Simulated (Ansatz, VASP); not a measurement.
## BAs in VASP and in Ansatz

```xyz
2
Lattice="0.0000 2.4840 2.1974 2.4840 0.0000 2.1974 2.4840 2.4840 0.0000" Properties=species:S:1:pos:R:3 pbc="T T T"
B     0.0000    0.0000    0.0000
As    3.7261    3.7261    3.2961
```

Change from the starting cell: strain +0.040 along x and y, -0.080 along z, atoms carried along.

Alike in both runs: task single point; functional LDA; k mesh 10 × 10 × 10; occupations gaussian, width 0.05 eV; no spin polarisation.

|  | VASP | Ansatz |
| --- | --- | --- |
| version | VASP 6.6.1 | Ansatz 0.2.0 |
| potentials or method | VASP PAW LDA potentials, release 64 (B, As) | scalar-relativistic, plane waves, PAW |
| plane-wave cutoff (eV) | 520 | 420 |
| valence electrons in the cell | 8 | 18 |

|  | VASP | Ansatz | Ansatz less VASP |
| --- | --- | --- | --- |
| gap on the k mesh at the Fermi level (eV) | none | none | - |
| pressure (GPa) | -2.7 | -3.5 | -0.83 |
| largest component of the traceless stress (GPa) | 13.59 | 13.68 | +0.093 |

A gap of «none» marks a metal or a gap that the smearing closes. The two sets of potentials don't hold the same shells in valence.
